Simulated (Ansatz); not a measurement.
## Comparing deformations in SnO$_{2}$

Method: DFT LDA, scalar-relativistic, plane waves, PAW (Ansatz 0.2.0). Cutoff 420 eV, Γ-centred 6×6×8 k-points, Gaussian smearing of 0.05 eV. No spin polarisation. Energies are free energies at this smearing, counted from the undisturbed cell; pressure is positive in compression.

The starting cell (relaxed at this level):

```
Sn O
1.0
     4.72127    0.00000    0.00000
     0.00000    4.72425    0.00000
     0.00000    0.00000    3.19002
Sn O
2 4
Direct
  0.50000 0.50000 0.50000
  0.00000 0.00000 0.00000
  0.30557 0.30657 0.00000
  0.80557 0.19343 0.50000
  0.19443 0.80657 0.50000
  0.69443 0.69343 0.00000
```

The cell is strained by ε times a Voigt pattern (xx, yy, zz, yz, xz, xy; engineering shear) with fractional coordinates fixed. τ = (1/V0) dE/dε comes from the stress tensor. Of each scan, only the three points used here are listed.

```
            pattern        ε  τ (GPa)
 (0, 0, 0, 0, 0, 1)  -0.0250    -5.20
 (0, 0, 0, 0, 0, 1)   0.0000     0.00
 (0, 0, 0, 0, 0, 1)   0.0125     2.60
(1, -1, 0, 0, 0, 0)  -0.0150    -2.45
(1, -1, 0, 0, 0, 0)   0.0000    -0.01
(1, -1, 0, 0, 0, 0)   0.0150     2.43
```

Problem. Which constants do the scans give, and which deformation costs least for the same size of strain tensor?

Solution. The slope dτ/dε at zero (parabola through three points) is pᵀCp: (0, 0, 0, 0, 0, 1) gives C66 = 208 GPa; (1, -1, 0, 0, 0, 0) gives C11 + C22 − 2 C12 = 163 GPa. The size of the strain tensor, ε:ε, is ε² times 0.5, 2.0. Per unit of it the stiffnesses are 415, 81 GPa, so (1, -1, 0, 0, 0, 0) is the softest of these: at ε:ε = (1 %)² the quadratic term costs 0.30 meV/atom against 1.54 for the stiffest. These are clamped-ion values.

Forces appear on the atoms along this scan, and letting them relax would lower the energy and soften the response.

Cost: 18 runs of about 6.3 core-minutes in all, on Intel Xeon Processor @ 2.50GHz (Skylake/Cascade Lake) (shared hosts).